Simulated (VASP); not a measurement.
# NaCl (Fm-3m) in VASP: notebook

Aim: see how the results for NaCl move with the level of theory and the settings. Levels: PBEsol, PBE. Tasks: relaxation of cell and atoms.

Program: VASP 6.6.1. These are calculated values, not measurements. Logs are shortened: lines on timing, memory, paths and dates and some standing lists are left out, and cuts for length are marked.

## Step 1: Starting point

Symmetry: Fm-3m, No. 225, cubic system. Conventional cell: a = 5.610 Å, b = 5.610 Å, c = 5.610 Å, α = 90.00°, β = 90.00°, γ = 90.00°. Na (site symmetry m-3m) is surrounded by 6 Cl at 2.81 Å. Cl (site symmetry m-3m) has 6 Na at 2.81 Å as nearest neighbours.

## Step 2: Relaxation of cell and atoms, PBEsol

Contents of INCAR:

```
SYSTEM = NaCl
ALGO     = Normal         ! electronic algorithm
EDIFF    = 1E-7           ! SCF threshold, eV
EDIFFG   = -0.005         ! ionic threshold
ENCUT    = 600            ! plane-wave cutoff, eV
GGA      = PS             ! functional
IBRION   = 2              ! ionic algorithm
ISIF     = 3              ! what is computed and relaxed
ISMEAR   = 0              ! smearing method
LASPH    = .TRUE.         ! aspherical terms in the spheres
LCHARG   = .FALSE.        ! write CHGCAR
LREAL    = .FALSE.        ! projectors in reciprocal space
LWAVE    = .FALSE.        ! write WAVECAR
NELM     = 80             ! most SCF steps
NSW      = 90             ! ionic steps
PREC     = Accurate       ! precision mode
SIGMA    = 0.03           ! smearing width, eV
```

Contents of KPOINTS:

```
k-points
0
G
  8 8 8
  0 0 0
```

Contents of POSCAR:

```
NaCl                                    
1.0
    0.0000000000      2.8051740253      2.8051740253
    2.8051740253     -0.0000000000      2.8051740253
    2.8051740253      2.8051740253     -0.0000000000
  Na              Cl            
     1     1
Direct
     0.0000000000000000    0.0000000000000000    0.0000000000000000
     0.5000000000000000    0.5000000000000000    0.5000000000000000
```

Potentials or basis: VASP PAW PBE potentials, release 64 (Na_pv, Cl).

Launch:

```sh
$ cat potpaw_PBE.64/Na_pv/POTCAR potpaw_PBE.64/Cl/POTCAR > POTCAR
$ mpirun -np 1 vasp_std > vasp.out
```

OUTCAR:

```text
SYSTEM = NaCl
   EDIFF = 1E-7
   EDIFFG = -0.005
   ENCUT = 600
   GGA = PS
   IBRION = 2
   ISIF = 3
   ISMEAR = 0
   LASPH = .TRUE.
   LREAL = .FALSE.
   NELM = 80
   NSW = 90
   PREC = Accurate

 ion  position               nearest neighbor table
   1  0.000  0.000  0.000-
   2  0.500  0.500  0.500-

  LATTYP: Found a face centered cubic cell.
 ALAT       =     5.6103480506

  Lattice vectors:

 A1 = (   0.0000000000,   2.8051740253,   2.8051740253)
 A2 = (   2.8051740253,   0.0000000000,   2.8051740253)
 A3 = (   2.8051740253,   2.8051740253,   0.0000000000)

Analysis of symmetry for initial positions (statically):
=====================================================================
 Subroutine PRICEL returns:
 Original cell was already a primitive cell.

 Routine SETGRP: Setting up the symmetry group for a
 face centered cubic supercell.

 Subroutine GETGRP returns: Found 48 space group operations
 (whereof 48 operations were pure point group operations)
 out of a pool of 48 trial point group operations.

The static configuration has the point symmetry O_h .

Analysis of symmetry for dynamics (positions and initial velocities):
=====================================================================
 Subroutine PRICEL returns:
 Original cell was already a primitive cell.

 Routine SETGRP: Setting up the symmetry group for a
 face centered cubic supercell.

 Subroutine GETGRP returns: Found 48 space group operations
 (whereof 48 operations were pure point group operations)
 out of a pool of 48 trial point group operations.

The dynamic configuration has the point symmetry O_h .

 Subroutine INISYM returns: Found 48 space group operations
 (whereof 48 operations are pure point group operations),
 and found     1 'primitive' translations

----------------------------------------------------------------------------------------

                                     Primitive cell

  volume of cell :      44.1478

  direct lattice vectors                    reciprocal lattice vectors
     0.000000000  2.805174025  2.805174025    -0.178242061  0.178242061  0.178242061
     2.805174025  0.000000000  2.805174025     0.178242061 -0.178242061  0.178242061
     2.805174025  2.805174025  0.000000000     0.178242061  0.178242061 -0.178242061
[... 148 lines left out ...]
  energy-cutoff  :      600.00
  volume of cell :       44.15
      direct lattice vectors                 reciprocal lattice vectors
     0.000000000  2.805174025  2.805174025    -0.178242061  0.178242061  0.178242061
     2.805174025  0.000000000  2.805174025     0.178242061 -0.178242061  0.178242061
     2.805174025  2.805174025  0.000000000     0.178242061  0.178242061 -0.178242061

 POSITION                                       TOTAL-FORCE (eV/Angst)
 -----------------------------------------------------------------------------------
      0.00000      0.00000      0.00000         0.000000      0.000000     -0.000000
      2.80517      2.80517      2.80517        -0.000000     -0.000000      0.000000
 -----------------------------------------------------------------------------------
    total drift:                                0.000000     -0.000000     -0.000000

  FREE ENERGIE OF THE ION-ELECTRON SYSTEM (eV)
  ---------------------------------------------------
  free  energy   TOTEN  =        -6.9986418018 eV

  energy  without entropy=       -6.9986418018  energy(sigma->0) =       -6.99864180

--------------------------------------- Ionic step        2  -------------------------------------------

 number of electron      14.0000009 magnetization

 Free energy of the ion-electron system (eV)
  ---------------------------------------------------
  ext. energy  EPLUGINS =         0.00000000
  ---------------------------------------------------
  free energy    TOTEN  =        -6.99866264 eV

  energy without entropy =       -6.99866264  energy(sigma->0) =       -6.99866264

 E-fermi :  -0.4930     XC(G=0):  -8.4093

 val. band max:       -0.6850443558   @ k =   0.0000   0.0000   0.0000
 cond. band min:       4.3106895258   @ k =   0.0000   0.0000   0.0000
 fundamental gap:      4.9957338816
 Fermi energy:        -0.4929667728

 k-point     1 :       0.0000    0.0000    0.0000
  band No.  band energies     occupation
      1     -21.3042      2.00000
      2     -21.3042      2.00000
      3     -21.3042      2.00000
      4     -13.3689      2.00000
      5      -0.6850      2.00000
      6      -0.6850      2.00000
      7      -0.6850      2.00000
      8       4.3107      0.00000
      9      10.3292      0.00000
     10      10.3292      0.00000
     11      10.3292      0.00000
[... 309 lines left out ...]
 k-point    24 :      -0.3750    0.2500    0.1250
  band No.  band energies     occupation
      1     -21.3308      2.00000
      2     -21.3133      2.00000
      3     -21.3091      2.00000
      4     -12.9708      2.00000
      5      -2.4240      2.00000
      6      -1.4925      2.00000
      7      -1.1195      2.00000
      8       7.5050      0.00000
      9       8.8445      0.00000
     10       9.4804      0.00000
     11      11.0015      0.00000

 [... further k-points ...]

------------------------ aborting loop because EDIFF is reached ----------------------------------------

  FORCE on cell =-STRESS in cart. coord.  units (eV):
  Direction    XX          YY          ZZ          XY          YZ          ZX
  --------------------------------------------------------------------------------------
  -------------------------------------------------------------------------------------
  Total       -0.0073987     -0.0073987     -0.0073987     -0.0000000      0.0000000     -0.0000000
  in kB       -0.2688837     -0.2688837     -0.2688837     -0.0000000      0.0000000     -0.0000000
  external PRESSURE =      -0.2688837 kB  Pullay stress =       0.0000000 kB

 VOLUME and BASIS-vectors are now :
 -----------------------------------------------------------------------------
  energy-cutoff  :      600.00
  volume of cell :       44.09
      direct lattice vectors                 reciprocal lattice vectors
     0.000000000  2.803863449  2.803863449    -0.178325375  0.178325375  0.178325375
     2.803863449  0.000000000  2.803863449     0.178325375 -0.178325375  0.178325375
     2.803863449  2.803863449 -0.000000000     0.178325375  0.178325375 -0.178325375

 POSITION                                       TOTAL-FORCE (eV/Angst)
 -----------------------------------------------------------------------------------
      0.00000      2.80386      2.80386         0.000000      0.000000     -0.000000
      2.80386      2.80386      2.80386         0.000000     -0.000000      0.000000
 -----------------------------------------------------------------------------------
    total drift:                               -0.000000     -0.000000      0.000000

  FREE ENERGIE OF THE ION-ELECTRON SYSTEM (eV)
  ---------------------------------------------------
  free  energy   TOTEN  =        -6.9986626353 eV

  energy  without entropy=       -6.9986626353  energy(sigma->0) =       -6.99866264

 reached required accuracy - stopping structural energy minimisation
```

CONTCAR:

```text
NaCl
   1.00000000000000
     0.0000000000000000    2.8038634491088406    2.8038634491088406
     2.8038634491088406    0.0000000000000000    2.8038634491088406
     2.8038634491088406    2.8038634491088406   -0.0000000000000000
  Na              Cl
     1     1
Direct
     1.0000000000000000    0.0000000000000000    0.0000000000000000
     0.5000000000000000    0.5000000000000000    0.5000000000000000

  0.00000000E+00  0.00000000E+00  0.00000000E+00
  0.00000000E+00  0.00000000E+00  0.00000000E+00
```

It took 22 s on 1 thread of AMD EPYC 7R13 (Zen 3), shared host; peak memory 0.14 GiB.

What came out:

```yaml
Free_energy: -6.9987 eV
Relaxed_volume: 22.04 Å³/atom
Relaxed_cell: a = 3.965 Å, b = 3.965 Å, c = 3.965 Å, α = 60.00°, β = 60.00°, γ = 60.00°
Space_group_after_relaxing_to_0.05_Å: Fm-3m (No. 225)
Energy_gained_by_relaxing: 0.0 meV/atom
Ionic_steps: 2
Pressure_after_relaxing: 0.0 GPa
Band_gap_on_the_k_mesh: 5.00 eV, direct
```

Final structure:
```cif
data_structure
_symmetry_space_group_name_H-M 'P 1'
_symmetry_Int_Tables_number 1
_cell_length_a 3.9653
_cell_length_b 3.9653
_cell_length_c 3.9653
_cell_angle_alpha 60.000
_cell_angle_beta 60.000
_cell_angle_gamma 60.000
_cell_volume 44.09
loop_
_atom_site_label
_atom_site_type_symbol
_atom_site_fract_x
_atom_site_fract_y
_atom_site_fract_z
_atom_site_occupancy
Na1 Na 0.00000 0.00000 0.00000 1
Cl1 Cl 0.50000 0.50000 0.50000 1
```

Caveat: the PAW data sets were made with another functional, which shifts forces and pressure a little.

## Step 3: Relaxation of cell and atoms, PBE

This run uses another cell than the first one, of 22.19 Å³/atom, 1.005 times its volume.

Contents of INCAR:

```
SYSTEM = NaCl
ALGO = Normal ; EDIFF = 1E-6
EDIFFG = -0.01 ; ENCUT = 600
GGA = PE ; IBRION = 2
ISIF = 3 ; ISMEAR = 0
LASPH = .TRUE. ; LCHARG = .FALSE.
LREAL = .FALSE. ; LWAVE = .FALSE.
NELM = 80 ; NSW = 90
PREC = Accurate ; SIGMA = 0.03
```

KPOINTS is that of step 2.

Contents of POSCAR:

```
NaCl
1.0
    0.0000000000      2.8100000000      2.8100000000
    2.8100000000      0.0000000000      2.8100000000
    2.8100000000      2.8100000000      0.0000000000
Na Cl
1 1
Direct
    0.0000000000      0.0000000000      0.0000000000
    0.5000000000      0.5000000000      0.5000000000
```

Potentials or basis: VASP PAW PBE potentials, release 64 (Na_pv, Cl).

Launch:

```sh
$ cat potpaw_PBE.64/Na_pv/POTCAR potpaw_PBE.64/Cl/POTCAR > POTCAR
$ mpirun -np 1 vasp_std > vasp.out
```

Wall time 23 s (1 thread of Intel Xeon Platinum 8488C (Sapphire Rapids), shared host); peak memory 0.18 GiB.

It converged, with:

| Quantity | Value |
| --- | --- |
| Free energy | -6.7780 eV |
| Relaxed volume | 23.14 Å³/atom |
| Relaxed cell | a = 4.030 Å, b = 4.030 Å, c = 4.030 Å, α = 60.00°, β = 60.00°, γ = 60.00° |
| Space group after relaxing (to 0.05 Å) | Fm-3m (No. 225) |
| Energy gained by relaxing | 2.9 meV/atom |
| Ionic steps | 3 |
| Pressure after relaxing | 0.0 GPa |
| Band gap on the k mesh | 4.99 eV, direct |

Step by step:
```
step  energy change (eV)  largest force (eV/Å)  pressure (GPa)  volume (Å³)
   1              0.0000                0.0000            1.05        44.38
   2             -0.0045                0.0000            0.52        45.32
   3             -0.0058                0.0000            0.00        46.28
```

Final structure:
```
Na Cl
1.0
     0.00000    2.84956    2.84956
     2.84956    0.00000    2.84956
     2.84956    2.84956    0.00000
Na Cl
1 1
Direct
  0.00000 0.00000 0.00000
  0.50000 0.50000 0.50000
```

Levels at points of the mesh, in eV from the valence-band top:
```csv
k point,band 4,band 5,band 6,band 7,band 8,band 9,band 10,band 11
"(0.00, 0.00, 0.00)",-12.59,0.00,0.00,0.00,4.99,11.09,11.09,11.09
"(0.50, 0.00, 0.00)",-12.28,-1.83,-0.25,-0.25,7.22,10.37,10.89,10.89
"(0.50, 0.50, 0.00)",-12.24,-1.58,-0.57,-0.57,7.44,8.10,11.10,14.50
```

A k mesh can miss the band edges. A hybrid or GW would open this gap; PBE tends to underestimate it.

(Continued in part 2 of 3.)
